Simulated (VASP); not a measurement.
# Rh (Fm-3m) in VASP: further runs

The runs below take Rh through relaxation of cell and atoms, single point, with PBE.

Everything below comes from runs of VASP 6.6.1. Logs are shortened: lines on timing, memory, paths and dates and some standing lists are left out, and cuts for length are marked.

### Step 1. The crystal as given

The structure is cubic, space group Fm-3m (No. 225). Conventional cell: a = 3.796 Å, b = 3.796 Å, c = 3.796 Å, α = 90.00°, β = 90.00°, γ = 90.00°. Rh (site symmetry m-3m) is surrounded by 12 Rh at 2.68 Å.

### Step 2. Relaxation of cell and atoms, PBE

The input, INCAR:

```
SYSTEM = Rh
  PREC = Accurate
  ENCUT = 520
  EDIFF = 1E-7
  ISMEAR = 1
  SIGMA = 0.2
  LREAL = .FALSE.
  LASPH = .TRUE.
  NELM = 80
  ALGO = Fast
  ISIF = 3
  LWAVE = .FALSE.
  LCHARG = .FALSE.
  GGA = PE
  IBRION = 2
  NSW = 80
  EDIFFG = -0.002
```

The input, KPOINTS:

```
Automatic mesh
0
G
  18 18 18
  0 0 0
```

The input, POSCAR:

```
Rh
1.0
    0.0000000000      1.8978500000      1.8978500000
    1.8978500000      0.0000000000      1.8978500000
    1.8978500000      1.8978500000      0.0000000000
Rh
1
Direct
    0.0000000000      0.0000000000      0.0000000000
```

Potentials or basis: VASP PAW PBE potentials, release 64 (Rh_pv).

Started as:

```console
$ cat potpaw_PBE.64/Rh_pv/POTCAR > POTCAR
$ mpirun -np 1 vasp_std > vasp.out
```

OUTCAR:

```text
SYSTEM = Rh
   PREC = Accurate
   ENCUT = 520
   EDIFF = 1E-7
   ISMEAR = 1
   LREAL = .FALSE.
   LASPH = .TRUE.
   NELM = 80
   ISIF = 3
   GGA = PE
   IBRION = 2
   NSW = 80
   EDIFFG = -0.002

 ion  position               nearest neighbor table
   1  0.000  0.000  0.000-

  LATTYP: Found a face centered cubic cell.
 ALAT       =     3.7957000000

  Lattice vectors:

 A1 = (   0.0000000000,   1.8978500000,   1.8978500000)
 A2 = (   1.8978500000,   0.0000000000,   1.8978500000)
 A3 = (   1.8978500000,   1.8978500000,   0.0000000000)

Analysis of symmetry for initial positions (statically):
=====================================================================
 Subroutine PRICEL returns:
 Original cell was already a primitive cell.

 Routine SETGRP: Setting up the symmetry group for a
 face centered cubic supercell.

 Subroutine GETGRP returns: Found 48 space group operations
 (whereof 48 operations were pure point group operations)
 out of a pool of 48 trial point group operations.

The static configuration has the point symmetry O_h .

Analysis of symmetry for dynamics (positions and initial velocities):
=====================================================================
 Subroutine PRICEL returns:
 Original cell was already a primitive cell.

 Routine SETGRP: Setting up the symmetry group for a
 face centered cubic supercell.

 Subroutine GETGRP returns: Found 48 space group operations
 (whereof 48 operations were pure point group operations)
 out of a pool of 48 trial point group operations.

The dynamic configuration has the point symmetry O_h .

 Subroutine INISYM returns: Found 48 space group operations
 (whereof 48 operations are pure point group operations),
 and found     1 'primitive' translations

----------------------------------------------------------------------------------------

                                     Primitive cell

  volume of cell :      13.6715

  direct lattice vectors                    reciprocal lattice vectors
     0.000000000  1.897850000  1.897850000    -0.263456016  0.263456016  0.263456016
     1.897850000  0.000000000  1.897850000     0.263456016 -0.263456016  0.263456016
     1.897850000  1.897850000  0.000000000     0.263456016  0.263456016 -0.263456016

  length of vectors
     2.683965209  2.683965209  2.683965209     0.456319205  0.456319205  0.456319205

  position of ions in fractional coordinates (direct lattice)
     0.000000000  0.000000000  0.000000000

  ion indices of the primitive-cell ions
   primitive index   ion index
                 1           1

----------------------------------------------------------------------------------------

 KPOINTS: Automatic mesh

Automatic generation of k-mesh.
 Grid dimensions read from file:
 generate k-points for:   18   18   18

 Generating k-lattice:

  Cartesian coordinates                     Fractional coordinates (reciprocal lattice)
    -0.014636445  0.014636445  0.014636445     0.055555556  0.000000000  0.000000000
     0.014636445 -0.014636445  0.014636445     0.000000000  0.055555556  0.000000000
     0.014636445  0.014636445 -0.014636445     0.000000000  0.000000000  0.055555556

  Length of vectors
     0.025351067  0.025351067  0.025351067

  Shift w.r.t. Gamma in fractional coordinates (k-lattice)
     0.000000000  0.000000000  0.000000000

 Subroutine IBZKPT returns following result:
 ===========================================

 Found    195 irreducible k-points:

 Following reciprocal coordinates:
            Coordinates               Weight
  0.000000  0.000000  0.000000      1.000000
  0.055556  0.000000  0.000000      8.000000
  0.111111  0.000000  0.000000      8.000000
  0.166667  0.000000  0.000000      8.000000
  0.222222  0.000000  0.000000      8.000000
  0.277778  0.000000  0.000000      8.000000
[... 16 lines left out ...]
 -0.277778  0.055556  0.000000     24.000000
 -0.222222  0.055556  0.000000     24.000000
 [... further k-points ...]
   k-points           NKPTS =    195   k-points in BZ     NKDIM =    195   number of bands    NBANDS=     11
   number of dos      NEDOS =    301   number of ions     NIONS =      1
   total plane-waves  NPLWV =   8000
   dimension x,y,z NGX =    20 NGY =   20 NGZ =   20
   dimension x,y,z NGXF=    40 NGYF=   40 NGZF=   40
   ions per type =               1
   NGX,Y,Z   is equivalent  to a cutoff of  12.39, 12.39, 12.39 a.u.
   NGXF,Y,Z  is equivalent  to a cutoff of  24.78, 24.78, 24.78 a.u.
 SYSTEM =  Rh
   PREC   = accura    normal or accurate (medium, high low for compatibility)
   ISTART =      0    job   : 0-new  1-cont  2-samecut
   ICHARG =      2    charge: 1-file 2-atom 10-const
   ISPIN  =      1    spin polarized calculation?
   LNONCOLLINEAR =      F non collinear calculations
   LSORBIT =      F    spin-orbit coupling
   LASPH  =      T    aspherical Exc in radial PAW
   ENCUT  =  520.0 eV  38.22 Ry    6.18 a.u.   4.99  4.99  4.99*2*pi/ulx,y,z
   NELM   =     80;   NELMIN=  2; NELMDL= -5     # of ELM steps
   EDIFF  = 0.1E-06   stopping-criterion for ELM
   LREAL  =      F    real-space projection
   EDIFFG = -.2E-02   stopping-criterion for IOM
   NSW    =     80    number of steps for IOM
   IBRION =      2    ionic relax: 0-MD 1-quasi-New 2-CG
   NFREE  =      1    steps in history (QN), initial steepest desc. (CG)
   ISIF   =      3    stress and relaxation
   ISYM   =      2    0-nonsym 1-usesym 2-fastsym
   POTIM  = 0.5000    time-step for ionic-motion
   TEBEG  =    0.0;   TEEND  =   0.0 temperature during run
   PSTRESS=    0.0 pullay stress
   NELECT =      15.0000    total number of electrons
   NUPDOWN=      -1.0000    fix difference up-down
   EMIN   =  10.00;   EMAX   =-10.00  energy-range for DOS
   EFERMI =   0.00;   METHOD = LEGACY
   ISMEAR =     1;   SIGMA  =   0.20  broadening in eV -4-tet -1-fermi 0-gaus
   EFERMI_NEDOS =   21; number of points for ismear=-14 and -15
   IALGO  =     68    algorithm
   IMIX   =      4    mixing-type and parameters
     AMIX     =   0.40;   BMIX     =  1.00
     AMIX_MAG =   1.60;   BMIX_MAG =  1.00
  volume/ion in A,a.u.               =      13.67        92.26
  Fermi-wavevector in a.u.,A,eV,Ry     =   1.688496  3.190795 38.790465  2.851019
  Thomas-Fermi vector in A             =   2.770792
   LORBIT       =      0    0 simple, 1 ext, 2 COOP (PROOUT), +10 PAW based schemes
   GGA     = PE    functional components
   LHFCALC =     F    Hartree Fock is set to
   AEXX    =    0.0000 exact exchange contribution
   IVDW    =     0    specifies the selected vdW correction
   LEPSILON=     F    determine dielectric tensor
   LRPA    =     F    only Hartree local field effects (RPA)
 conjugate gradient relaxation of ions
 non-spin polarized calculation
 RMM-DIIS sequential band-by-band and
 Methfessel and Paxton  Order N= 1 SIGMA  =   0.20
  energy-cutoff  :      520.00
  volume of cell :       13.67
 maximum number of plane-waves:       380
   NGX =  9   NGY =  9   NGZ =  9

--------------------------------------- Ionic step        1  -------------------------------------------

 number of electron      15.0000007 magnetization

 Free energy of the ion-electron system (eV)
  ---------------------------------------------------
  ext. energy  EPLUGINS =         0.00000000
  ---------------------------------------------------
  free energy    TOTEN  =        -7.24974837 eV

  energy without entropy =       -7.24991815  energy(sigma->0) =       -7.24980497

------------------------ aborting loop because EDIFF is reached ----------------------------------------

  FORCE on cell =-STRESS in cart. coord.  units (eV):
  Direction    XX          YY          ZZ          XY          YZ          ZX
  --------------------------------------------------------------------------------------
  -------------------------------------------------------------------------------------
  Total        0.6327283      0.6327283      0.6327283      0.0000000      0.0000000      0.0000000
  in kB       74.1501827     74.1501827     74.1501827      0.0000000      0.0000000      0.0000000
  external PRESSURE =      74.1501827 kB  Pullay stress =       0.0000000 kB
[... 90 lines left out ...]
  energy  without entropy=       -7.2584850344  energy(sigma->0) =       -7.25822477

--------------------------------------- Ionic step        4  -------------------------------------------

 number of electron      15.0000003 magnetization

 Free energy of the ion-electron system (eV)
  ---------------------------------------------------
  ext. energy  EPLUGINS =         0.00000000
  ---------------------------------------------------
  free energy    TOTEN  =        -7.25809923 eV

  energy without entropy =       -7.25848491  energy(sigma->0) =       -7.25822779

 E-fermi :  11.5200     XC(G=0): -13.8956

 val. band max:       11.5184084694   @ k =   0.5000   0.3889   0.0556
 cond. band min:      11.5262706000   @ k =  -0.4444   0.3333   0.1667
 fundamental gap:      0.0078621306
 Fermi energy:        11.5199657659

 k-point     1 :       0.0000    0.0000    0.0000
  band No.  band energies     occupation
      1     -34.8326      2.00000
      2     -34.8326      2.00000
      3     -34.8326      2.00000
      4       3.7145      2.00000
      5       8.5356      2.00000
      6       8.5356      2.00000
      7       8.5356      2.00000
      8      10.5513      2.00000
      9      10.5513      2.00000
     10      27.5262      0.00000
     11      32.1018      0.00000
[... 309 lines left out ...]
 k-point    24 :      -0.2222    0.0556    0.0000
  band No.  band energies     occupation
      1     -35.1605      2.00000
      2     -34.8998      2.00000
      3     -34.8703      2.00000
      4       5.5236      2.00000
      5       8.2024      2.00000
      6       8.9152      2.00000
      7       8.9662      2.00000
      8      10.3695      2.00000
      9      11.0266      2.00268
     10      26.8256      0.00000
     11      29.1365      0.00000

 [... further k-points ...]

------------------------ aborting loop because EDIFF is reached ----------------------------------------

  FORCE on cell =-STRESS in cart. coord.  units (eV):
  Direction    XX          YY          ZZ          XY          YZ          ZX
  --------------------------------------------------------------------------------------
  -------------------------------------------------------------------------------------
  Total       -0.0014835     -0.0014835     -0.0014835      0.0000000     -0.0000000      0.0000000
  in kB       -0.1692371     -0.1692371     -0.1692371      0.0000000     -0.0000000      0.0000000
  external PRESSURE =      -0.1692371 kB  Pullay stress =       0.0000000 kB
[... 16 lines left out ...]
  FREE ENERGIE OF THE ION-ELECTRON SYSTEM (eV)
  ---------------------------------------------------
  free  energy   TOTEN  =        -7.2580992284 eV

  energy  without entropy=       -7.2584849091  energy(sigma->0) =       -7.25822779

 reached required accuracy - stopping structural energy minimisation
```

It took 63 s on 1 thread of Intel Xeon Platinum 8375C at 2.90GHz (Ice Lake), shared host; peak memory 0.16 GiB.

What came out:

* Free energy: -7.2581 eV
* Relaxed volume: 14.04 Å³/atom
* Relaxed cell: a = 2.708 Å, b = 2.708 Å, c = 2.708 Å, α = 60.00°, β = 60.00°, γ = 60.00°
* Space group after relaxing (to 0.05 Å): Fm-3m (No. 225)
* Energy gained by relaxing: 8.4 meV/atom
* Ionic steps: 4
* Pressure after relaxing: 0.0 GPa
* Band gap on the k mesh: none (metal or under the smearing width)

Step by step:
| step | energy change (eV) | largest force (eV/Å) | pressure (GPa) | volume (Å³) |
| --- | --- | --- | --- | --- |
| 1 | 0.0000 | 0.0000 | 7.42 | 13.67 |
| 2 | 0.0339 | 0.0000 | -13.79 | 14.96 |
| 3 | -0.0083 | 0.0000 | -0.15 | 14.05 |
| 4 | -0.0084 | 0.0000 | -0.02 | 14.04 |

Final structure:
```cif
data_structure
_symmetry_space_group_name_H-M 'P 1'
_symmetry_Int_Tables_number 1
_cell_length_a 2.7082
_cell_length_b 2.7082
_cell_length_c 2.7082
_cell_angle_alpha 60.000
_cell_angle_beta 60.000
_cell_angle_gamma 60.000
_cell_volume 14.04
loop_
_atom_site_label
_atom_site_type_symbol
_atom_site_fract_x
_atom_site_fract_y
_atom_site_fract_z
_atom_site_occupancy
Rh1 Rh 0.00000 0.00000 0.00000 1
```

Levels at points of the mesh, in eV from the Fermi level:
```
           k point  band 5  band 6  band 7  band 8  band 9  band 10
(0.00, 0.00, 0.00)   -2.98   -2.98   -2.98   -0.97   -0.97    16.01
(0.50, 0.00, 0.00)   -3.06   -3.06    0.54    0.54    0.75     8.42
(0.50, 0.50, 0.00)   -5.76    0.51    0.94    0.94    3.23    12.00
```

### Step 3. Relaxation of cell and atoms, PBE

This run uses another cell than the first one, of 14.04 Å³/atom, 1.027 times its volume.

INCAR is that of step 2.

KPOINTS is that of step 2.

The input, POSCAR:

```
Rh                                      
1.0
    0.0000000000      1.9149614740      1.9149614740
    1.9149614740      0.0000000000      1.9149614740
    1.9149614740      1.9149614740     -0.0000000000
  Rh            
     1
Direct
     0.0000000000000000    0.0000000000000000    0.0000000000000000
```

Potentials or basis: VASP PAW PBE potentials, release 64 (Rh_pv).

Started as:

```console
$ cat potpaw_PBE.64/Rh_pv/POTCAR > POTCAR
$ mpirun -np 1 vasp_std > vasp.out
```

Wall time 34 s (1 thread of Intel Xeon Platinum 8375C at 2.90GHz (Ice Lake), shared host); peak memory 0.14 GiB.

The run converged. Its results:

```yaml
Free_energy: -7.2583 eV
Relaxed_volume: 14.04 Å³/atom
Relaxed_cell: a = 2.708 Å, b = 2.708 Å, c = 2.708 Å, α = 60.00°, β = 60.00°, γ = 60.00°
Space_group_after_relaxing_to_0.05_Å: Fm-3m (No. 225)
Energy_gained_by_relaxing: 0.0 meV/atom
Ionic_steps: 3
Pressure_after_relaxing: 0.0 GPa
Band_gap_on_the_k_mesh: none (metal or under the smearing width)
```

Final structure:
```yaml
crystal:
  lattice:
    - [0.00000, 1.91482, 1.91482]
    - [1.91482, 0.00000, 1.91482]
    - [1.91482, 1.91482, 0.00000]
  atoms:
    - { symbol: Rh, position: [0.00000, 0.00000, 0.00000] }
```

Levels at points of the mesh, in eV from the Fermi level:
```csv
k point,band 4,band 5,band 6,band 7,band 8,band 9,band 10,band 11
"(0.00, 0.00, 0.00)",-7.81,-2.99,-2.99,-2.99,-0.97,-0.97,16.01,20.59
"(0.50, 0.00, 0.00)",-5.95,-3.06,-3.06,0.54,0.54,0.75,8.42,15.50
"(0.50, 0.50, 0.00)",-6.12,-5.76,0.51,0.94,0.94,3.23,12.00,13.20
```

### Step 4. Single point, PBE

This run uses another cell than the first one, of 14.04 Å³/atom, 1.027 times its volume.

The input, INCAR:

```
  PREC = Accurate
  ENCUT = 520
  EDIFF = 1E-7
  ISMEAR = 1
  SIGMA = 0.2
  LREAL = False
  LASPH = True
  NELM = 80
  ALGO = Fast
  ISIF = 2
  LWAVE = False
  LCHARG = False
  GGA = PE
```

The input, KPOINTS:

```
Automatic mesh
0
Gamma
  18 18 18
```

The input, POSCAR:

```
Rh                                      
1.0
    0.0000000000      1.9148207487      1.9148207487
    1.9148207487      0.0000000000      1.9148207487
    1.9148207487      1.9148207487      0.0000000000
  Rh            
     1
Direct
     0.0000000000000000    0.0000000000000000    0.0000000000000000
```

Started as:

```console
$ cat potpaw_PBE.64/Rh_pv/POTCAR > POTCAR
$ mpirun -np 1 vasp_std > vasp.out
```

Wall time 22 s (1 thread of Intel Xeon Platinum 8375C at 2.90GHz (Ice Lake), shared host); peak memory 0.14 GiB.

The run converged. Its results:

```
Free energy            : -7.2583 eV
Pressure               : 0.0 GPa
Band gap on the k mesh : none (metal or under the smearing width)
```

Levels at points of the mesh, in eV from the Fermi level:
```csv
k point,band 4,band 5,band 6,band 7,band 8,band 9,band 10,band 11
"(0.00, 0.00, 0.00)",-7.81,-2.99,-2.99,-2.99,-0.97,-0.97,16.01,21.35
"(0.50, 0.00, 0.00)",-5.95,-3.06,-3.06,0.54,0.54,0.75,8.42,15.50
"(0.50, 0.50, 0.00)",-6.12,-5.76,0.51,0.94,0.94,3.23,12.00,13.20
```
